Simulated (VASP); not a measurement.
Write the native input for VASP 6.6.1 that does the following.

```
Task                   : band structure
Functional             : TB-mBJ
Potentials or basis    : VASP PAW PBE potentials, release 64 (Pb_d, Se)
Cutoff                 : 520 eV
k mesh                 : 8 × 8 × 8
Occupations            : gaussian, width 0.03 eV
Spin                   : no spin polarisation
Further INCAR settings : ALGO = Normal; EDIFF = 1e-06
```

PbSe (Clausthalite):

```
Pb Se
1.0
     0.00000    3.05199    3.05199
     3.05199    0.00000    3.05199
     3.05199    3.05199    0.00000
Pb Se
1 1
Cartesian
  0.0000 0.0000 0.0000
  3.0520 3.0520 3.0520
```

One way to write it, as run:

POSCAR

```
PbSe                                    
1.0
    0.0000000000      3.0519897379      3.0519897379
    3.0519897379      0.0000000000      3.0519897379
    3.0519897379      3.0519897379      0.0000000000
  Pb              Se            
     1     1
Direct
     0.0000000000000000    0.0000000000000000    0.0000000000000000
     0.5000000000000000    0.5000000000000000    0.5000000000000000
```

INCAR.step1

```
SYSTEM = PbSe
PREC = Accurate
ENCUT = 520
EDIFF = 1E-5
ISMEAR = 0
SIGMA = 0.03
LREAL = .FALSE.
LASPH = .TRUE.
NELM = 80
ALGO = Normal
ISIF = 2
LWAVE = .TRUE.
LCHARG = .FALSE.
GGA = PE
```

INCAR.step2

```
SYSTEM = PbSe
PREC = Accurate
ENCUT = 520
EDIFF = 1E-6
ISMEAR = 0
SIGMA = 0.03
LREAL = .FALSE.
LASPH = .TRUE.
NELM = 80
ALGO = Normal
ISIF = 2
LWAVE = .FALSE.
LCHARG = .FALSE.
METAGGA = MBJ
ISTART = 1
```

KPOINTS

```
regular mesh
0
G
  8 8 8
  0 0 0
```

KPOINTS_OPT

```
explicit points
252
Reciprocal
 0.0000000000  0.0000000000  0.0000000000 1
 0.0357142857  0.0000000000  0.0357142857 1
 0.0714285714  0.0000000000  0.0714285714 1
 0.1071428571  0.0000000000  0.1071428571 1
 0.1428571429  0.0000000000  0.1428571429 1
 0.1785714286  0.0000000000  0.1785714286 1
[... 244 lines left out ...]
 0.4879444600  0.0120555400  0.5000000000 1
 0.5120555400 -0.0120555400  0.5000000000 1
```

Potentials or basis: VASP PAW PBE potentials, release 64 (Pb_d, Se).

Run with:

```bash
$ cat potpaw_PBE.64/Pb_d/POTCAR potpaw_PBE.64/Se/POTCAR > POTCAR
$ cp INCAR.step1 INCAR
$ mpirun -np 1 vasp_std > vasp.out
$ cp INCAR.step2 INCAR
$ mpirun -np 1 vasp_std > vasp.out
```

Results of the run:

```json
{
  "Band gap on the k mesh": "0.83 eV, direct",
  "Band gap along the path": "0.83 eV, direct"
}
```

Caveat: spin-orbit coupling is left out, which as a rule narrows the gap of such compounds by several tenths of an eV.

It took 2 min on 1 thread of Intel(R) Xeon(R) Platinum 8259CL CPU @ 2.50GHz (Skylake/Cascade Lake) (shared host), peak memory 0.22 GiB.
